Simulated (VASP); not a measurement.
BN (zincblende), GW calculation on PBE orbitals: Ansatz's output and VASP's

```
B N
1.0
     0.00000    1.80483    1.80483
     1.80483    0.00000    1.80483
     1.80483    1.80483    0.00000
B N
1 1
Direct
  0.00000 0.00000 0.00000
  0.25000 0.25000 0.25000
```

Ansatz printed

```
SCF 1 converged in 6 iterations: F = -542.269921 eV  dr2 = 1.11e-11
  greatest PAW one-centre occupation: 0.787 electrons in one spin orbital (limit 2), on the N atom at site 1 (counted from 0), in its partial waves of l = 0
NSCF: frozen V_eff on 16 k-points
G₀W₀ screening: q 1/16
G₀W₀ screening: q 2/16 (q-point 6)
G₀W₀ screening: q 3/16 (q-point 7)
G₀W₀ screening: q 4/16 (q-point 8)
G₀W₀ screening: q 5/16 (q-point 11)
G₀W₀ screening: q 6/16 (q-point 14)
G₀W₀ screening: q 7/16 (q-point 15)
G₀W₀ screening: q 8/16 (q-point 9)
G₀W₀ screening: q 9/16 (q-point 12)
G₀W₀ screening: q 10/16 (q-point 16)
G₀W₀ screening: q 11/16 (q-point 2)
G₀W₀ screening: q 12/16 (q-point 3)
G₀W₀ screening: q 13/16 (q-point 5)
G₀W₀ screening: q 14/16 (q-point 10)
G₀W₀ screening: q 15/16 (q-point 4)
G₀W₀ screening: q 16/16 (q-point 13)
G₀W₀ self-energy: k 1/8
G₀W₀ self-energy: k 2/8
G₀W₀ self-energy: k 3/8
G₀W₀ self-energy: k 4/8
G₀W₀ self-energy: k 5/8
G₀W₀ self-energy: k 6/8
G₀W₀ self-energy: k 7/8
G₀W₀ self-energy: k 8/8
NSCF: frozen V_eff on 1 k-points
NSCF: frozen V_eff on 1 k-points
SCF converged after 6 iterations
Free energy (F): -542.269921 eV
Harris-Foulkes:  -542.269921 eV  (|F-HF|=6.37e-12)
Internal energy: -542.269921 eV  (E = F + TS)
E sigma→0 (E₀):  -542.269921 eV
Fermi energy:    11.254098 eV
--- Per-component energies (eV) ---
  E_band       = 26.857434
  E_kinetic    = 185.906063
  E_local      = -174.893445  (includes V_loc(G=0)·N_el)
  E_nonlocal   = 56.617822
  E_hartree    = 49.009723
  E_xc         = -93.511371
  E_vxc        = -116.315324  (∫ρ·V_xc dr)
  E_paw        = -206.483084  (= ΣΔE_a)
  E_vpaw       = -22.477242  (= ΣTr[D̂ρ^β])
  E_aug_tail   = 0.000104  (compensation charges beyond the density's cutoff)
  E_ewald      = -358.915733
  E_smearing   = -0.000000  (= −TS)
  E_closure    = 0.000000  (closes the sum)
  Σ components = -542.269921   (vs F -542.269921, Δ=0.00e0)
--- Band table (eV; the first three rows and the last of 16) ---
  k-point 0: bands = ["-9.0292", "11.2541", "11.2541", "11.2541", "20.1040", "20.1040", "20.1040", "21.6475"]
  k-point 1: bands = ["-8.3566", "8.2343", "10.6318", "10.6318", "20.6350", "21.0181", "21.0181", "23.5411"]
  k-point 2: bands = ["-6.4850", "3.3600", "9.6860", "9.6860", "21.2079", "21.9422", "21.9422", "25.8328"]
  k-point 15: bands = ["-3.1861", "3.0366", "5.0344", "5.0765", "19.0474", "23.3130", "26.3839", "28.1020"]
--- G₀W₀: contour deformation, 6 samples at zero and on the imaginary axis and 2 off it, 216 q-points, 35 empty bands' worth ---
  eigenvalues of the whole cell's RPA ε∞ on this k-mesh (on a slab, of 1 + 4πα/V) = 4.5486, 4.5486, 4.5486; static W/v taken at q = 0 is 0.219847
  bands read: the sum over 39 bands ends inside a degenerate multiplet in 1 slot, whose members it reads at an even weight; the widest, k=0: bands 39 to 40 (counted from 1) at 1/2 each
  gw.qp_kpoints: band_edges: 8 of 16 stored k-points solved, in 1 pass; an edge of the gap read off the rows below is read off those points alone
    valence top: of the k-points left out ik 8 came nearest to being solved in a further pass, in band 4 (counted from 1, as in the quasiparticle table): it holds the edge there only if its correction is more favourable than any solved in that band by at least 0.858 eV; those differ by 0.494 eV
    conduction bottom: of the k-points left out ik 10 came nearest to being solved in a further pass, in band 5 (counted from 1, as in the quasiparticle table): it holds the edge there only if its correction is more favourable than any solved in that band by at least 1.778 eV; those differ by 0.633 eV
    ik  band        ε_KS         Σx   Σc(E_QP)       V_xc       Z   E_QP_lin       E_QP  E_QP is
     0     3     11.2541   -22.9209     2.9618   -19.3036  0.8274    10.5969    10.5986  root
     0     4     11.2541   -22.9209     2.9618   -19.3036  0.8274    10.5969    10.5986  root
     0     5     20.1040    -7.9373    -5.3472   -14.6968  0.8391    21.5259    21.5163  root
     0     6     20.1040    -7.9373    -5.3472   -14.6968  0.8391    21.5259    21.5163  root
     1     3     10.6318   -22.6768     3.0557   -18.8968  0.8263     9.9054     9.9075  root
     1     4     10.6318   -22.6768     3.0557   -18.8968  0.8263     9.9054     9.9075  root
     1     5     20.6350    -9.0488    -5.3923   -15.7478  0.8351    21.9503    21.9416  root
     1     6     21.0181    -8.0733    -5.5461   -15.1035  0.8343    22.5136    22.5022  root
     2     3      9.6860   -22.5952     3.2820   -18.4833  0.8235     8.8529     8.8561  root
     2     4      9.6860   -22.5952     3.2820   -18.4833  0.8235     8.8529     8.8561  root
     2     5     21.2079    -9.7862    -5.4747   -16.4984  0.8324    22.4535    22.4454  root
     2     6     21.9422    -7.8355    -5.7202   -15.0464  0.8317    23.4452    23.4329  root
     3     3      9.3045   -22.6260     3.3890   -18.3653  0.8222     8.4292     8.4328  root
     3     4      9.3045   -22.6260     3.3890   -18.3653  0.8222     8.4292     8.4328  root
     3     5     21.4486   -10.0742    -5.4980   -16.7848  0.8314    22.6690    22.6612  root
     3     6     21.9973    -7.6324    -5.6736   -14.7463  0.8337    23.4490    23.4376  root
     4     3      9.4972   -22.2685     3.2368   -18.1853  0.8238     8.6475     8.6508  root
     4     4      9.4972   -22.2685     3.2368   -18.1853  0.8238     8.6475     8.6508  root
     4     5     19.0374    -8.1160    -5.1250   -14.4428  0.8428    20.2455    20.2391  root
     4     6     22.6009    -8.4619    -5.8643   -15.9420  0.8257    24.2326    24.2167  root
     9     3      7.2043   -22.2205     3.8043   -17.3404  0.8150     6.1217     6.1285  root
     9     4      7.2043   -22.2205     3.8043   -17.3404  0.8150     6.1217     6.1285  root
     9     5     16.9743    -8.0506    -4.7417   -13.7085  0.8494    17.8938    17.8905  root
     9     6     21.5933    -7.7944    -5.2937   -14.1393  0.8429    22.6500    22.6446  root
...
```

Datasets and cutoffs are each program's own. VASP's cell holds 8 valence electrons and Ansatz's 8. Both sum 35 empty bands with a screening cutoff of 120 eV, short of the basis and mesh limit, and the G₀W₀ gap is that of the linearised levels of the first step.

Question: What does VASP give for the same cell and level of theory?

Answer: PBE gap on the mesh 4.47 eV; G₀W₀ gap on the mesh 5.89 eV.

From OUTCAR

```
k-points           NKPTS =     16   k-points in BZ     NKDIM =    216   number of bands    NBANDS=     39

   NELECT =       8.0000    total number of electrons

   dimension x,y,z NGX =    20 NGY =   20 NGZ =   20
   dimension x,y,z NGXF=    40 NGYF=   40 NGZF=   40

  energy-cutoff  :      500.00
  volume of cell :       11.76
      direct lattice vectors                 reciprocal lattice vectors
     0.000000000  1.804825464  1.804825464    -0.277035098  0.277035098  0.277035098
     1.804825464  0.000000000  1.804825464     0.277035098 -0.277035098  0.277035098
     1.804825464  1.804825464  0.000000000     0.277035098  0.277035098 -0.277035098

 k-points in reciprocal lattice and weights: KPOINTS created by Atomic Simulation Env
   0.00000000  0.00000000  0.00000000       0.005
   0.16666667  0.00000000  0.00000000       0.037
   0.33333333  0.00000000  0.00000000       0.037
   0.50000000  0.00000000  0.00000000       0.019
   0.16666667  0.16666667  0.00000000       0.028
   0.33333333  0.16666667  0.00000000       0.111
   0.50000000  0.16666667  0.00000000       0.111
  -0.33333333  0.16666667  0.00000000       0.111
   ...

 QP shifts <psi_nk| G(iteration)W_0 |psi_nk>: iteration 1
 for sc-GW calculations column KS-energies equals QP-energies in previous step
 and V_xc(KS)=  KS-energies - (<T + V_ion + V_H > + <T+V_H+V_ion>^1  + <V_x>^1)

 k-point   1 :       0.0000    0.0000    0.0000
  band No.  KS-energies  QP-energies   sigma(KS)   V_xc(KS)     V^pw_x(r,r')   Z            occupation Imag(sigma)

      1     -12.7663     -14.6377     -17.8939     -15.4969     -26.5175       0.7807       2.0000       1.4148
      2       7.5172       6.8951     -19.0518     -18.2993     -21.9090       0.8267       2.0000       0.0612
      3       7.5172       6.8951     -19.0518     -18.2993     -21.9090       0.8267       2.0000       0.0612
      4       7.5172       6.8951     -19.0518     -18.2993     -21.9090       0.8267       2.0000       0.0612
      5      16.3585      17.8233     -12.0460     -13.8010      -7.0178       0.8346       0.0000      -0.0837
      6      16.3585      17.8233     -12.0460     -13.8010      -7.0178       0.8346       0.0000      -0.0837
      7      16.3585      17.8233     -12.0460     -13.8010      -7.0178       0.8346       0.0000      -0.0837
      8      17.9366      19.2528     -13.8337     -15.4442      -8.3820       0.8173       0.0000      -0.1023
      9      32.3459      32.9376     -10.7098     -11.4570      -3.3124       0.7918       0.0000      -0.5486
     10      35.3495      36.7537     -11.6681     -13.3424      -5.4646       0.8387       0.0000      -0.5430
     11      35.3495      36.7537     -11.6681     -13.3424      -5.4646       0.8387       0.0000      -0.5430
     12      35.9536      36.6237     -10.2901     -11.1068      -3.0540       0.8206       0.0000      -0.9189

 k-point   2 :       0.1667    0.0000    0.0000
  band No.  KS-energies  QP-energies   sigma(KS)   V_xc(KS)     V^pw_x(r,r')   Z            occupation Imag(sigma)

      1     -12.0945     -13.8905     -17.9300     -15.6136     -26.4347       0.7754       2.0000       1.3190
      2       4.4938       3.5165     -18.1587     -16.9608     -21.5224       0.8158       2.0000       0.0767
      3       6.8930       6.2005     -18.7680     -17.9293     -21.7000       0.8258       2.0000       0.0629
      4       6.8930       6.2005     -18.7680     -17.9293     -21.7000       0.8258       2.0000       0.0629
      5      16.9000      18.2478     -12.6905     -14.3139      -7.5962       0.8302       0.0000      -0.0879
      6      17.2747      18.8145     -12.3046     -14.1601      -7.1055       0.8299       0.0000      -0.0893
      7      17.2747      18.8145     -12.3046     -14.1601      -7.1055       0.8299       0.0000      -0.0893
      8      19.8202      21.4300     -14.0448     -16.0380      -8.2994       0.8076       0.0000      -0.1164
      9      31.5694      32.6057     -10.8873     -12.1335      -4.6998       0.8316       0.0000      -0.4224
     10      31.5694      32.6057     -10.8873     -12.1335      -4.6998       0.8316       0.0000      -0.4224
     11      31.5735      32.2180     -10.1207     -10.9234      -3.0422       0.8028       0.0000      -0.4778
     12      35.4888      36.3322     -10.9786     -12.0157      -3.3840       0.8132       0.0000      -0.9502

 ...
```
